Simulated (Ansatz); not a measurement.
A series in volume scale on KCl

Periodic Kohn-Sham DFT of a crystal at fixed atoms, scaled to volume_scale times the given cell; pressure positive in compression, energy less spherical unpolarised free atoms, largest_vzz the field gradient of largest size among the nuclei. The results are calculated, by Ansatz 0.2.0.

The cell before it is scaled or strained (space group Fm-3m, No. 225):
```
CELL_PARAMETERS angstrom
0.00000 3.15610 3.15610
3.15610 0.00000 3.15610
3.15610 3.15610 0.00000
ATOMIC_POSITIONS crystal
K 0.00000 0.00000 0.00000
Cl 0.50000 0.50000 0.50000
```

Settings of every row: method frozen-core PAW; functional PBEsol; relativity scalar; k mesh 7x7x7; filling fermi-dirac; smearing width 0.03 eV; wave cutoff 420 eV; paw set soft_2.

Atom start moment: 0 on all atoms.

Limits: PAW files made with PBE.

```
row  volume scale  V (Å³/atom)  pressure (GPa)
  1          0.94       29.552           0.578
  2          0.96        30.18           0.152
  3          0.98       30.809          -0.224
  4          0.99       31.123          -0.395
  5             1       31.438               ?
  6          1.01       31.752          -0.707
  7          1.02       32.067           -0.85
  8          1.04       32.695          -1.109
  9          1.06       33.324          -1.338
```

Question: what pressure should row 5 give?

Worked fit of pressure. Take u = (V_r/V)^(2/3) − 1 with V_r = 31.438 Å³ an atom, which is twice the finite (Eulerian) strain; such expansions in the strain, on which the Birch-Murnaghan equation of state is built, carry the rest volume and the bulk modulus. The shown rows have u = 0.04211, 0.0276, 0.01356, 0.00674, -0.0066, -0.01312, -0.0258, -0.0381. Least squares give pressure = −0.5563 + 23.397 × u + 79.56 × u² + 106 × u³ GPa; a parabola predicts inner rows, each left out in turn, worse (root mean square 0.0018 against 0.00033 GPa). All shown rows lie on it to the printed digit. The pressure vanishes at u = 0.0221, or V = 30.43 Å³ an atom, and there the bulk modulus at fixed shape and fractions is B = −V dP/dV = (2/3)(1 + u) dP/du = 18.4 GPa. The withheld row has u = 0, so the fit gives −0.5563 + 23.397 × (0) + 79.56 × (0)² + 106 × (0)³ = -0.556 GPa.

The calculation gave -0.556 GPa. The fit meets it to the printed digit.
